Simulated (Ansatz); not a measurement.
**Effect of holes 2.0×10^21 cm⁻³ on ZnTe**

Take ZnTe in the zinc blende structure (space group F-43m, No. 216; a = 6.066 Å) as the base.

Perturbation: hole doping at 2.0×10^21 cm⁻³ (0.112 per cell), with a uniform compensating background at fixed cell and a 300 K Fermi–Dirac width.

Calculations: PBEsol in Ansatz (plane waves to 420 eV, PAW, spin-orbit coupling left out). Settings: 22×22×22 k-points, 0.0259 eV Fermi–Dirac smearing.

- Gap between the host's bands = 1.27 eV (base 1.24 eV)
- Gap character = direct at Γ (base direct at Γ)
- Valley order (the lowest conduction-band minima on the path, energy above the VBM, named in the base's zone) = Γ 1.27 eV; L along ⟨111⟩ 1.78 eV; a point along ⟨100⟩, about 0.9 Å⁻¹ from Γ 2.19 eV (base Γ 1.24 eV; L along ⟨111⟩ 1.73 eV; a point along ⟨100⟩, about 0.9 Å⁻¹ from Γ 2.12 eV)
- Fermi level relative to the doped band's edge (positive inside the band; to 0.05 eV) = +0.35 eV

Final structure:

```
ZnTe
1.0
    0.00000     3.03285     3.03285
    3.03285     0.00000     3.03285
    3.03285     3.03285     0.00000
Te Zn
1 1
Direct
  0.75000   0.75000   0.75000
  0.00000   0.00000   0.00000
```
Cell charge +0.111587.

Carriers are added with a uniform compensating background; total energy and stress of such cells depend on the potential's zero and are not compared; many-body gap narrowing is missing at this level. With Te present, leaving out spin-orbit coupling can change the band edges. Stability against distortions was not tested.

Ansatz is a program for electronic structure.
